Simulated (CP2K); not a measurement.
# BP (F-43m) in CP2K: further runs

Aim: see how the results for BP move with the level of theory and the settings. Levels: PBE, LDA. Tasks: atomic charges.

Everything below comes from runs of CP2K 2026.2. Logs are shortened: lines on timing, memory, paths and dates and some standing lists are left out, and cuts for length are marked.

## Step 1: Starting point

It takes space group F-43m (No. 216, cubic). The conventional cell has a = 4.538 Å, b = 4.538 Å, c = 4.538 Å, α = 90.00°, β = 90.00°, γ = 90.00°. P (site symmetry -43m) has 4 B at 1.97 Å as nearest neighbours. B (site symmetry -43m) is surrounded by 4 P at 1.97 Å.

## Step 2: Atomic charges, PBE

Contents of bp_charges.inp:

```
&GLOBAL
  PROJECT bp_charges
  RUN_TYPE ENERGY_FORCE
  PRINT_LEVEL LOW
&END GLOBAL
&FORCE_EVAL
  METHOD QS
  STRESS_TENSOR ANALYTICAL
  &DFT
    BASIS_SET_FILE_NAME BASIS_MOLOPT_UZH
    POTENTIAL_FILE_NAME POTENTIAL_UZH
    &MGRID
      CUTOFF 675
      REL_CUTOFF 60
      NGRIDS 4
    &END MGRID
    &QS
      METHOD GPW
      EPS_DEFAULT 1.0E-9
    &END QS
    &KPOINTS
      SCHEME MONKHORST-PACK 10 10 10
      GAMMA_CENTERED T
      SYMMETRY T
      SYMMETRY_BACKEND SPGLIB
    &END KPOINTS
    &SCF
      SCF_GUESS ATOMIC
      EPS_SCF 1.0E-6
      MAX_SCF 100
      ADDED_MOS 10
      CHOLESKY OFF
      EPS_EIGVAL 1.0E-7
      &DIAGONALIZATION ON
        ALGORITHM STANDARD
      &END DIAGONALIZATION
      &MIXING ON
        METHOD BROYDEN_MIXING
        ALPHA 0.4
        BETA 1.5
        NBUFFER 8
      &END MIXING
      &SMEAR ON
        METHOD FERMI_DIRAC
        ELECTRONIC_TEMPERATURE 580.23
      &END SMEAR
    &END SCF
    &XC
      &XC_FUNCTIONAL
        &GGA_X_PBE
        &END GGA_X_PBE
        &GGA_C_PBE
        &END GGA_C_PBE
      &END XC_FUNCTIONAL
    &END XC
    &PRINT
      &KPOINTS ON
      &END KPOINTS
      &MULLIKEN ON
      &END MULLIKEN
      &MO ON
        ENERGIES T
        OCCUPATION_NUMBERS T
        &EACH
          QS_SCF 0
        &END EACH
        ADD_LAST NUMERIC
      &END MO
      &LOWDIN ON
      &END LOWDIN
      &HIRSHFELD ON
        SHAPE_FUNCTION GAUSSIAN
      &END HIRSHFELD
      &VORONOI ON
        VORONOI_RADII UNITY
      &END VORONOI
      &E_DENSITY_CUBE ON
        STRIDE 1
      &END E_DENSITY_CUBE
      &V_HARTREE_CUBE ON
        STRIDE 1
      &END V_HARTREE_CUBE
      &ELF_CUBE ON
        STRIDE 1
      &END ELF_CUBE
    &END PRINT
  &END DFT
  &SUBSYS
    &CELL
      A 3.2088505730 0.0000000000 0.0000000000
      B 1.6044252865 2.7789461132 0.0000000000
      C 1.6044252865 0.9263153711 2.6200155216
      PERIODIC XYZ
    &END CELL
    &COORD
      P   4.8132758595 2.7789461132 1.9650116412
      B   0.0000000000 0.0000000000 0.0000000000
    &END COORD
    &KIND P
      BASIS_SET TZVP-MOLOPT-PBE-GTH-q5
      POTENTIAL GTH-PBE-q5
    &END KIND
    &KIND B
      BASIS_SET TZVP-MOLOPT-PBE-GTH-q3
      POTENTIAL GTH-PBE-q3
    &END KIND
    &PRINT
      &ATOMIC_COORDINATES ON
      &END ATOMIC_COORDINATES
      &CELL ON
      &END CELL
    &END PRINT
  &END SUBSYS
  &PRINT
    &FORCES ON
    &END FORCES
    &STRESS_TENSOR ON
    &END STRESS_TENSOR
  &END PRINT
&END FORCE_EVAL
```

Potentials or basis: POTENTIAL_UZH P GTH-PBE-q5, B GTH-PBE-q3; TZVP-MOLOPT-PBE-GTH basis.

Run with:

```bash
$ OMP_NUM_THREADS=1 cp2k.psmp -i bp_charges.inp -o bp_charges.out
```

bp_charges.out:

```text

 CP2K| version string:                                       CP2K version 2026.2
 CP2K| Input file name                                            bp_charges.inp

 GLOBAL| Force Environment number                                              1
 GLOBAL| Basis set file name                                    BASIS_MOLOPT_UZH
 GLOBAL| Potential file name                                       POTENTIAL_UZH
 GLOBAL| MM Potential file name                                     MM_POTENTIAL
 GLOBAL| Coordinate file name                                      __STD_INPUT__
 GLOBAL| Method name                                                        CP2K
 GLOBAL| Project name                                                 bp_charges
 GLOBAL| Run type                                                   ENERGY_FORCE
 GLOBAL| FFT library                                                       FFTW3
 GLOBAL| Diagonalization library                                       ScaLAPACK
 GLOBAL| Cholesky decomposition library                                ScaLAPACK
 GLOBAL| DGEMM library                                                      BLAS
 GLOBAL| Direct generalized diagonalization requested                          F
 GLOBAL| Matrix multiplication library                                 ScaLAPACK
 GLOBAL| Global print level                                                  LOW
 GLOBAL| Total number of message passing processes                             1
 GLOBAL| Number of threads for this process                                    1
 GLOBAL| CPU model name                                                  UNKNOWN

 CELL| Volume [angstrom^3]:                                            23.363262
 CELL| Vector a [angstrom]:       3.209     0.000     0.000   |a| =     3.208851
 CELL| Vector b [angstrom]:       1.604     2.779     0.000   |b| =     3.208851
 CELL| Vector c [angstrom]:       1.604     0.926     2.620   |c| =     3.208851
 CELL| Angle (b,c), alpha [degree]:                                    60.000000
 CELL| Angle (a,c), beta  [degree]:                                    60.000000
 CELL| Angle (a,b), gamma [degree]:                                    60.000000
 CELL| Numerically orthorhombic:                                              NO
 CELL| Periodicity                                                           XYZ

 CELL_REF| Volume [angstrom^3]:                                        23.363262
 CELL_REF| Vector a [angstrom     3.209     0.000     0.000   |a| =     3.208851
 CELL_REF| Vector b [angstrom     1.604     2.779     0.000   |b| =     3.208851
 CELL_REF| Vector c [angstrom     1.604     0.926     2.620   |c| =     3.208851
 CELL_REF| Angle (b,c), alpha [degree]:                                60.000000
 CELL_REF| Angle (a,c), beta  [degree]:                                60.000000
 CELL_REF| Angle (a,b), gamma [degree]:                                60.000000
 CELL_REF| Numerically orthorhombic:                                          NO
 CELL_REF| Periodicity                                                       XYZ

 GENERATE|  Preliminary Number of Bonds generated:                             0
 GENERATE|  Achieved consistency in connectivity generation.

 *******************************************************************************
 *******************************************************************************
 **            Copyright (C) by CP2K developers group (2000-2026)             **
 *******************************************************************************

 TOTAL NUMBERS AND MAXIMUM NUMBERS

  Total number of            - Atomic kinds:                                   2
                             - Atoms:                                          2
                             - Shell sets:                                     2
                             - Shells:                                        14
                             - Primitive Cartesian functions:                  9
                             - Cartesian basis functions:                     36
                             - Spherical basis functions:                     34

  Maximum angular momentum of- Orbital basis functions:                        2
                             - Local part of the GTH pseudopotential:          2
                             - Non-local part of the GTH pseudopotential:      2

 MODULE QUICKSTEP: ATOMIC COORDINATES IN ANGSTROM

   Atom Kind Element         X             Y             Z       Z(eff)     Mass
      1    1 P    15      4.813276      2.778946      1.965012   5.0000  30.9738
      2    2 B     5      0.000000      0.000000      0.000000   3.0000  10.8110

 SCF PARAMETERS         Density guess:                                    ATOMIC
                        --------------------------------------------------------
                        max_scf:                                             100
                        max_scf_history:                                       0
                        max_diis:                                              4
[... 86 lines left out ...]
  Step     Update method      Time    Convergence         Total energy    Change
  ------------------------------------------------------------------------------
     1 NoMix/Diag. 0.40E+00    2.5     0.88309733        -9.6730856399 -9.67E+00
     2 Broy./Diag. 0.40E+00    2.0     0.08888378        -9.2233711322  4.50E-01
     3 Broy./Diag. 0.40E+00    1.9     0.14576672        -9.3151260907 -9.18E-02
     4 Broy./Diag. 0.40E+00    2.0     0.02975038        -9.3900848945 -7.50E-02
     5 Broy./Diag. 0.40E+00    2.0     0.00872875        -9.4332863183 -4.32E-02
     6 Broy./Diag. 0.40E+00    1.9     0.00681916        -9.4537511121 -2.05E-02
     7 Broy./Diag. 0.40E+00    1.9     0.00020397        -9.4549631887 -1.21E-03
     8 Broy./Diag. 0.40E+00    2.0     0.00012688        -9.4550741103 -1.11E-04
     9 Broy./Diag. 0.40E+00    2.0     0.00001264        -9.4551224747 -4.84E-05
    10 Broy./Diag. 0.40E+00    2.0     0.00001336        -9.4551190449  3.43E-06
    11 Broy./Diag. 0.40E+00    2.0     0.00000567        -9.4551112060  7.84E-06
    12 Broy./Diag. 0.40E+00    2.0     0.00000156        -9.4551138310 -2.63E-06
    13 Broy./Diag. 0.40E+00    2.0     0.00000024        -9.4551152360 -1.40E-06

  *** SCF run converged in    13 steps ***

  Electronic density on regular grids:         -7.9999999996        0.0000000004
  Core density on regular grids:                7.9999999873       -0.0000000127
  Total charge density on r-space grids:       -0.0000000123
  Total charge density g-space grids:          -0.0000000123

  Overlap energy of the core charge distribution:               0.00000001025609
  Self energy of the core charge distribution:                -22.45043181603867
  Core Hamiltonian energy:                                      5.65181079726098
  Hartree energy:                                              10.16629567933323
  Exchange-correlation energy:                                 -2.82278990626838
  Electronic entropic energy:                                  -0.00000000055130
  Fermi energy:                                                 0.30550684979369

  Total energy:                                                -9.45511523600805
  Total energy (extrapolated to T->0):                         -9.45511523573240

 MO| EIGENVALUES AND OCCUPATION NUMBERS FOR K POINT 1
 MO|
 MO|  Index      Eigenvalue [a.u.]        Eigenvalue [eV]             Occupation
 MO|      1              -0.189446              -5.155093               2.000000
 MO|      2              -0.012963              -0.352740               2.000000
 MO|      3               0.221061               6.015375               2.000000
 MO|      4               0.221061               6.015381               2.000000
 MO|      5               0.423406              11.521454               0.000000
 MO|      6               0.460164              12.521710               0.000000
 MO|      7               0.460170              12.521873               0.000000
 MO|      8               0.706180              19.216142               0.000000
 MO|      9               0.794740              21.625973               0.000000
 MO|     10               0.794745              21.626115               0.000000
 MO|     11               0.867223              23.598346               0.000000
 MO|     12               1.038971              28.271833               0.000000
 MO|     13               1.052247              28.633089               0.000000
[... 263 lines left out ...]
 MO|      4               0.128615               3.499784               2.000000
 MO|      5               0.373078              10.151975               0.000000
 MO|      6               0.414261              11.272626               0.000000
 MO|      7               0.627341              17.070819               0.000000
 MO|      8               0.685425              18.651351               0.000000
 MO|      9               0.797061              21.689129               0.000000
 MO|     10               0.878091              23.894084               0.000000
 MO|     11               0.944959              25.713643               0.000000
 MO|     12               1.055308              28.716396               0.000000
 MO|     13               1.073400              29.208696               0.000000
 MO|     14               1.195434              32.529404               0.000000
 MO| Sum:                                                               8.000000
 MO| E(Fermi):            0.305507 a.u.          8.313264 eV
 MO| Band gap:            0.244464 a.u.          6.652191 eV

 [... the levels of further k-points ...]

 The electron density is written in Cube    file format to the file:

 bp_charges-ELECTRON_DENSITY-1_0.cube

 !-----------------------------------------------------------------------------!
                     Mulliken Population Analysis

 #  Atom  Element  Kind  Atomic population                           Net charge
       1     P        1          4.870189                              0.129811
       2     B        2          3.129811                             -0.129811
 # Total charge                              8.000000                  0.000000

 !-----------------------------------------------------------------------------!

 !-----------------------------------------------------------------------------!
                           Hirshfeld Charges

  #Atom  Element  Kind  Ref Charge     Population                    Net charge
      1       P      1       5.000          5.256                        -0.256
      2       B      2       3.000          2.744                         0.256

  Total Charge                                                           -0.000
 !-----------------------------------------------------------------------------!

 VORONOI| Collecting electron density from MPI ranks and sending to library...
 VORONOI| Voronoi integration finished.

 LOWDIN POPULATION ANALYSIS

 #  Atom  Element  Kind  Atomic population                           Net charge
       1     P        1          4.538556                              0.461444
       2     B        2          3.461444                             -0.461444
 # Total charge                              8.000000                  0.000000

               ----- ELF is computed on the real space grid -----

 ELF is written in Cube    file format to the file:

 bp_charges-ELF_S1-1_0.cube

 ENERGY| Total FORCE_EVAL ( QS ) energy [hartree]             -9.455115695759394

 FORCES| Atomic forces [hartree/bohr]
 FORCES|   Atom     x               y               z               |f|
 FORCES|      1  4.25683826E-10  1.70686639E-09  7.03291487E-09   7.24958559E-09
 FORCES|      2 -3.92651066E-10 -1.68493149E-09 -7.02347760E-09   7.23342288E-09
 FORCES| Sum     3.30327601E-11  2.19348989E-11  9.43727329E-12
 FORCES| Total atomic force                                       4.07598473E-11

 STRESS| Analytical stress tensor [bar]
 STRESS|                        x                   y                   z
 STRESS|      x        2.86702871029E+03  -5.68964634941E-02   1.55477246340E-02
 STRESS|      y       -5.68964634941E-02   2.86614475308E+03  -2.69999588407E+00
 STRESS|      z        1.55477246340E-02  -2.69999588407E+00   2.86875323340E+03
 STRESS| 1/3 Trace                                             2.86730889892E+03
 STRESS| Determinant                                           2.35734403867E+10

 STRESS| Eigenvectors and eigenvalues of the analytical stress tensor [bar]
 STRESS|                        1                   2                   3
 STRESS| Eigenvalues   2.86444987192E+03   2.86702877743E+03   2.87044804742E+03
 STRESS|      x           0.015483652338      0.999799516109      0.012695829929
 STRESS|      y           0.847001044838     -0.006367438668     -0.531553088382
 STRESS|      z           0.531365680633     -0.018983764434      0.846929825979
```

Wall time 33 s (1 thread of Arm Neoverse V1, shared host); peak memory 0.27 GiB.

Results:

```yaml
Free_energy: -257.2868 eV
Pressure: 0.3 GPa
Band_gap_on_the_k_mesh: 1.37 eV, indirect (least direct gap 3.44 eV)
Mulliken_charges: P +0.13; B -0.13 e
Hirshfeld_charges: P -0.26; B +0.26 e
Voronoi_charges: P +0.90; B -0.90 e
```

Caveat: Hirshfeld charges from Gaussian shapes aren't those from atomic densities; Mulliken charges move with the basis; the basis of atomic orbitals isn't converged, which shifts pressures, moduli and gaps.

## Step 3: Atomic charges, LDA

Edit bp_charges.inp of step 2 so:

```diff
@@ -49,6 +49,6 @@
       &XC_FUNCTIONAL
-        &GGA_X_PBE
-        &END GGA_X_PBE
-        &GGA_C_PBE
-        &END GGA_C_PBE
+        &LDA_X
+        &END LDA_X
+        &LDA_C_PW
+        &END LDA_C_PW
       &END XC_FUNCTIONAL
```

Potentials or basis: POTENTIAL_UZH P GTH-PBE-q5, B GTH-PBE-q3; TZVP-MOLOPT-PBE-GTH basis.

Run with:

```bash
$ OMP_NUM_THREADS=1 cp2k.psmp -i bp_charges.inp -o bp_charges.out
```

bp_charges.out:

```text

 CP2K| version string:                                       CP2K version 2026.2
 CP2K| Input file name                                            bp_charges.inp

 GLOBAL| Force Environment number                                              1
 GLOBAL| Basis set file name                                    BASIS_MOLOPT_UZH
 GLOBAL| Potential file name                                       POTENTIAL_UZH
 GLOBAL| MM Potential file name                                     MM_POTENTIAL
 GLOBAL| Coordinate file name                                      __STD_INPUT__
 GLOBAL| Method name                                                        CP2K
 GLOBAL| Project name                                                 bp_charges
 GLOBAL| Run type                                                   ENERGY_FORCE
 GLOBAL| FFT library                                                       FFTW3
[... 8 lines left out ...]
 GLOBAL| CPU model name                                                  UNKNOWN

 CELL| Volume [angstrom^3]:                                            23.363262
 CELL| Vector a [angstrom]:       3.209     0.000     0.000   |a| =     3.208851
[... 496 lines left out ...]
       2     B        2          3.463931                             -0.463931
 # Total charge                              8.000000                  0.000000

               ----- ELF is computed on the real space grid -----

 ELF is written in Cube    file format to the file:

 bp_charges-ELF_S1-1_0.cube

 ENERGY| Total FORCE_EVAL ( QS ) energy [hartree]             -9.438945225012265

 FORCES| Atomic forces [hartree/bohr]
 FORCES|   Atom     x               y               z               |f|
 FORCES|      1 -7.02644891E-10  1.56986824E-09  6.93201669E-09   7.14220215E-09
 FORCES|      2  6.93933884E-10 -1.57367720E-09 -6.93734658E-09   7.14736187E-09
 FORCES| Sum    -8.71100661E-12 -3.80896275E-12 -5.32989077E-12
 FORCES| Total atomic force                                       1.08994298E-11

 STRESS| Analytical stress tensor [bar]
 STRESS|                        x                   y                   z
 STRESS|      x       -1.12392406724E+04  -5.91122369704E-02   1.84599912222E-02
 STRESS|      y       -5.91122369704E-02  -1.12403527559E+04  -3.27569590453E+00
 STRESS|      z        1.84599912222E-02  -3.27569590453E+00  -1.12372613378E+04
 STRESS| 1/3 Trace                                            -1.12389515887E+04
 STRESS| Determinant                                          -1.41963715156E+12

 STRESS| Eigenvectors and eigenvalues of the analytical stress tensor [bar]
 STRESS|                        1                   2                   3
 STRESS| Eigenvalues  -1.12424296210E+04  -1.12392407197E+04  -1.12351844255E+04
 STRESS|      x           0.012557350414      0.999853333615      0.011645780780
 STRESS|      y           0.844591728507     -0.004371405503     -0.535393035957
 STRESS|      z           0.535263603366     -0.016559048080      0.844522748562
```

It took 29 s on 1 thread of Arm Neoverse V1, shared host; peak memory 0.27 GiB.

Results:

```
Free energy            : -256.8468 eV
Pressure               : -1.1 GPa
Band gap on the k mesh : 1.21 eV, indirect (least direct gap 3.40 eV)
Mulliken charges       : P +0.17; B -0.17 e
Hirshfeld charges      : P -0.26; B +0.26 e
Voronoi charges        : P +0.91; B -0.91 e
```

Levels at points of the mesh, in eV from the valence-band top:
```csv
k point,band 1,band 2,band 3,band 4,band 5,band 6,band 7,band 8,band 9
"(0.00, 0.00, 0.00)",-15.50,0.00,0.00,0.00,3.40,3.40,3.40,7.62,12.12
"(0.00, 0.00, 0.50)",-12.13,-9.10,-1.74,-1.74,3.75,4.72,4.72,11.71,14.96
"(0.00, 0.50, 0.50)",-10.60,-8.59,-4.12,-4.12,1.45,1.51,12.11,12.11,15.18
```

Caveat: Hirshfeld charges from Gaussian shapes aren't those from atomic densities; Mulliken charges move with the basis; the potentials were made for another functional, which shifts forces and pressure; the basis of atomic orbitals isn't converged, which shifts pressures, moduli and gaps.
